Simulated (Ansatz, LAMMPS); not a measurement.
# Relaxing amorphous SiO2 (84 atoms), part 2 of 2

Wanted: the relaxed structure of amorphous SiO2 (84 atoms) and its electronic structure.

Ansatz 0.2.0; Kohn-Sham DFT, PBE, PAW (set soft_2), plane waves.

The cell: 28 Si and 56 O. The quench rate of 50 K/ps is orders of magnitude faster than experiment. The starting topology of bonds comes from the classical model. Only the Γ point is sampled in the main run, in a cell whose shortest periodic width is 11 Å.

So far. Step 4 (Cell and atoms relaxed): The relaxation changed the energy by -43.6 meV/atom, and atoms moved by 0.17 Å r.m.s., 0.45 Å at most. Step 7 (K-mesh 2×2×2): Forces differ from those of the single point at the relaxed geometry by 3.5 meV/Å r.m.s.; the energy by -0.60 meV/atom and the gap by -0.044 eV. It took 98 s and 8 cycles; the reference's time can't be set against it, since the two runs asked for unlike analyses.

## 8. Functional HSE06

HSE06 mixes in a quarter of exact exchange at short range, which counters self-interaction, at a higher cost.

This step: Kohn-Sham DFT, HSE06, PAW (set soft_2), plane waves (Ansatz 0.2.0).

Contents of input.yaml:

```yaml
crystal:
  lattice:
    - [10.66997, 0.02259, 0.0101]
    - [0.02259, 10.80215, 0.10207]
    - [0.0101, 0.10207, 10.54691]
  atoms:
    [... the 84 atom lines of step 6 ...]
kpoints:
  mp_grid: { grid: [1, 1, 1] }
hamiltonian:
  xc: hse06
scf:
  occupations: { method: fermi_dirac, width: 0.025 }
output:
  forces: true
  stress: true
  populations: true
  dos:
    method: { smearing: { sigma: 0.08 } }
    de: 0.05
    projected: { site_lists: { O: [O], Si: [Si] } }
  eigenvalues: true
```

The run is started by

```sh
$ ansatz run input.yaml --threads 4 --pin off --max-ram 8192MiB --backend cpu --events-out ev --progress --plain --runs-dir out
```

The job ended after 2.8 min (4 threads of Arm Neoverse V2, shared host; peak memory 3.3 GiB).

The program notes that the exchange threshold is loose for the stress and the SCF threshold is loose for the stress.

Geometry and reference: those of the single point at the relaxed geometry.

Forces differ from those of the single point at the relaxed geometry by 195 meV/Å r.m.s.; the pressure by -4.8 GPa and the gap by +1.8 eV. It took 2.8 min and 15 cycles; the reference's time can't be set against it, since the two runs asked for unlike analyses.

Read from the output:

* free energy: -49675.5765 eV
* free energy per atom: -591.3759 eV/atom
* SCF cycles: 15
* pressure: -4.792 GPa
* r.m.s. force component: 0.1954 eV/Å
* longest force: 0.8717 eV/Å
* Fermi energy: 3.55 eV
* gap (highest filled to lowest empty level): 7.127 eV
* spilling of the projection: 0.01397

Length of the force by element:

```
element  coordination  atoms  mean length of the force (eV/Å)  spread   least   most
      O           all     56                            0.381   0.150   0.103  0.872
     Si           all     28                           0.0786  0.0404  0.0191  0.198
```

Löwdin charges by element (they lack the spilled electrons, 0.074 e an atom on average):

```
element  coordination  atoms  mean charge (e)  spread   least    most
      O           all     56           -0.812  0.0089  -0.838  -0.795
     Si           all     28             1.85  0.0076    1.84    1.86
```

States in the cell by windows of 1 eV, zero at the Fermi level; the larger projections on atomic orbitals stand beside the total:

```
from (eV)  to (eV)  total   O p  Si p
      -18      -14    0.0   0.0   0.0
      -14      -13    0.1   0.0   0.0
      -13      -12   14.2   9.5   0.5
      -12      -11   13.9   9.5   0.9
      -11      -10   17.8  12.8   2.0
      -10       -9   26.9  20.4   5.2
       -9       -8   36.4  28.5   6.9
       -8       -7   15.1  12.1   1.9
       -7       -6   50.1  43.7   3.5
       -6       -5   67.6  62.9   2.1
       -5       -4   63.3  60.5   1.2
       -4       -3   30.6  29.9   0.2
       -3        3    0.0   0.0   0.0
        3        4    2.0   0.1   0.1
        4        5    0.2   0.0   0.1
```

Between -25 and -18 eV lie 112 more states.

The levels nearest the highest filled one (over half full), pooled over k-points and spins:

```
level less the highest filled one (eV)  occupation
                                -0.137           2
                               -0.0692           2
                               -0.0508           2
                               -0.0425           2
                               -0.0092           2
                                     0           2
                                  7.13           0
                                  8.65           0
                                  8.93           0
                                  8.98           0
                                  9.02           0
                                  9.14           0
```

## 9. Functional r2SCAN (500 eV)

The meta-GGA r2SCAN uses the kinetic energy density as well as the density and its gradient. Besides, the cutoff goes from 420 to 500 eV.

This step: Kohn-Sham DFT, r2SCAN, PAW (set soft_2), plane waves (Ansatz 0.2.0).

Changes to input.yaml since step 8:

```diff
@@ -10,3 +10,3 @@
 hamiltonian:
-  xc: hse06
+  xc: r2scan
 scf:
```

The job ended after 34 s (4 threads; peak memory 3 GiB; 2.2 min of CPU time).

Geometry and reference: those of the single point at the relaxed geometry.

Forces differ from those of the single point at the relaxed geometry by 161 meV/Å r.m.s.; the pressure by -4.7 GPa and the gap by +0.69 eV. It took 34 s and 9 cycles; the reference's time can't be set against it, since the two runs asked for unlike analyses.

## 10. Functional PBEsol

PBEsol restores the gradient expansion of exchange for slowly varying densities and usually gives shorter bonds in solids than PBE.

This step: Kohn-Sham DFT, PBEsol, PAW (set soft_2), plane waves (Ansatz 0.2.0).

Changes to input.yaml since step 9:

```diff
@@ -10,3 +10,3 @@
 hamiltonian:
-  xc: r2scan
+  xc: pbesol
 scf:
```

Elapsed: 11 s, on 4 threads; peak memory 1.3 GiB.

Geometry and reference: those of the single point at the relaxed geometry.

Forces differ from those of the single point at the relaxed geometry by 59 meV/Å r.m.s.; the pressure by -2.4 GPa and the gap by -0.051 eV.

## 11. All settings compared

Each row is set against the single point at the relaxed geometry (Kohn-Sham DFT, PBE, PAW (set soft_2), plane waves; r.m.s. force component 0.00205 eV/Å). Energies are set beside the reference only for runs with its functional, potentials and electron count. Times are for 4 threads of Arm Neoverse V2, shared host. The reference's time includes grids, which some other runs skip.

```
                       run  Δ force, r.m.s. (meV/Å)  Δ energy (meV/atom)  Δ pressure (GPa)  Δ gap (eV)  cycles     time  host memory (GiB)
                 reference                        -                    -                 -           -       8     12 s                1.3
              k-mesh 2×2×2                     3.55               -0.599              0.01     -0.0445       8     98 s                6.9
          functional HSE06                      195                    -             -4.78        1.83      15  2.8 min                3.3
functional r2SCAN (500 eV)                      161                    -             -4.70       0.694       9     34 s                3.0
         functional PBEsol                     59.4                    -             -2.44     -0.0506       8     11 s                1.3
```

## 12. Summary of results

```yaml
energy_change_in_the_relaxation: -43.59 meV/atom
r_m_s_displacement: 0.174 Å
largest_displacement: 0.445 Å
free_energy_per_atom: -591.2717 eV/atom
pressure: -0.01502 GPa
r_m_s_force_component: 0.00205 eV/Å
spacing_of_highest_filled_and_lowest_empty_level: 5.296 eV
wall_time_of_the_7_dft_runs: 6.8 min
```

Relaxation lowers the energy by 43.6 meV/atom and moves atoms by 0.17 Å r.m.s.; the r.m.s. force component goes from 0.79 to 0.0021 eV/Å. Displacements are taken in the final cell, so they leave out its strain. By the final cutoffs no bond was broken or made. The cell shrank by 4.3 % in volume. First to last step the energy falls by 3.661 eV, across changes of basis; the largest move, 0.44 Å, is that of O32. The O-Si bonds go from 1.624 Å (spread 0.029) to 1.635 Å (spread 0.017). Counting bonds as in the table, all O atoms have 2 and all Si atoms have 4 bonded neighbours. 100 % of the oxygens bridge two formers (Si) and 0 % are non-bridging. Between filled and empty levels lie 5.30 eV (at Γ alone); a semilocal functional tends to put such gaps too low. In a disordered cell it changes from sample to sample, and tail or defect levels can set it.

Among the changes of functional, dispersion, potentials or spin set against this reference, functional HSE06 moves the forces most, by 195 meV/Å r.m.s. The gap changes by +1.83 eV with HSE06.

**Limits.** The starting topology of bonds comes from the classical model; DFT moved the atoms only locally, and no bond changed.

Calculation beside experiment:

```
              quantity   measured   this cell  difference                 method of the measurement
               density  2.2 g/cm³  2.30 g/cm³      +4.5 %                    tabulated bulk density
 nearest Si–O distance     1.61 Å      1.64 Å      +1.6 %         high-energy XRD, PDF Gaussian fit
nearest Si–Si distance     3.08 Å      3.08 Å      +0.0 %     diffraction, Gaussian radial peak fit
  nearest O–O distance     2.63 Å      2.65 Å      +0.8 %     diffraction, Gaussian radial peak fit
  number of O about Si          4           4      +0.0 %         high-energy XRD, PDF Gaussian fit
         Si–O–Si angle    148.3 °       141 °      -4.9 %  x-ray and neutron diffraction, model fit
```

The cell differs from the measured distances by up to 1.6 %, neighbour counts by up to 0.0 %, angles by up to 4.9 % and density by up to 4.5 %. Distances of this cell are positions of the first main peak of g(r), or bond means where the peak is narrow; means over all bonds within a cutoff lie farther out for broad shells. The network comes from the model that made the cell; DFT moved the atoms only locally, and no bond changed. Our coordination numbers hang on a cutoff, and experiments count neighbours in their own ways.

[Logs are printed without paths, hosts, clocks, repeated set-up lines and the standing remarks that a program may print on its own settings, such as how far it seeks lower states.]

[Hosts, paths, dates, database ids (printed as entryN), source tags and the programs' standing remarks are cut or masked in the printed files.]
